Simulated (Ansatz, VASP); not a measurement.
One calculation of NaI2, two programs

```xyz
3
Lattice="0.0000 3.8801 3.8801 3.8801 0.0000 3.8801 3.8801 3.8801 0.0000" Properties=species:S:1:pos:R:3 pbc="T T T"
Na    0.0000    0.0000    0.0000
I     1.9400    1.9400    1.9400
I     5.8201    5.8201    5.8201
```

Change from the starting cell: ordered vacancies on the cation sites of caesium chloride (Fm-3m, No. 225).

Alike in both runs: functional PBE; k mesh 10 × 10 × 10; occupations gaussian, width 0.1 eV; no spin polarisation.

Ansatz relaxed the structure, and its values are those at the end. VASP's run is a single point on that final structure, the one shown.

|  | VASP | Ansatz |
| --- | --- | --- |
| version | VASP 6.6.1 | Ansatz 0.2.0 |
| potentials or method | VASP PAW PBE potentials, release 64 (Na_pv, I) | scalar-relativistic, plane waves, PAW |
| plane-wave cutoff (eV) | 520 | 420 |
| valence electrons in the cell | 21 | 43 |

```csv
,VASP,Ansatz,Ansatz less VASP
gap on the k mesh at the Fermi level (eV),none,none,-
pressure (GPa),0.0,0.0,0.00
```

A gap of «none» marks a metal or a gap that the smearing closes. The two sets of potentials don't hold the same shells in valence.

Caveats: an odd number of electrons without spin polarisation forces a metal; a magnetic or distorted state may lie lower. Spin-orbit coupling is left out, which matters for the levels of I.
